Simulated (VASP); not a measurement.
# LiF (strained CsCl): one PBE single-point calculation in two programs

```
Li F
1.0
     2.52632    0.00000    0.00000
     0.00000    2.52632    0.00000
     0.00000    0.00000    2.51626
Li F
1 1
Cartesian
  0.0000 0.0000 0.0000
  1.2632 1.2632 1.2581
```

Each program uses its own PAW datasets. VASP's cell holds 10 valence electrons and Ansatz's 10. Ansatz's stress includes a Pulay correction; VASP's doesn't.

Cutoffs: 520 eV in VASP, 420 eV in Ansatz. k meshes: 10×10×10 and 10×10×10.

|  | VASP | Ansatz |
| --- | --- | --- |
| gap between bands v and c | 7.86 eV | 7.85 eV |
| least direct gap | 8.56 eV | 8.55 eV |
| pressure | 2.7 GPa | 3.3 GPa |

Band v is the last that the valence electrons fill when counted band by band, and c is the next. Levels in eV from the top of v, Ansatz:

```csv
point,v−1,v,c,c+1
Γ,-0.75,-0.70,7.85,19.06
X,-0.33,-0.29,9.35,14.44
M,-3.46,0.00,13.59,13.98
R,-2.40,-2.40,11.21,11.24
```

VASP:

| point | v−1 | v | c | c+1 |
| --- | --- | --- | --- | --- |
| Γ | -0.75 | -0.70 | 7.86 | 19.03 |
| X | -0.33 | -0.29 | 9.33 | 14.45 |
| M | -3.47 | 0.00 | 13.60 | 13.97 |
| R | -2.40 | -2.40 | 11.19 | 11.22 |
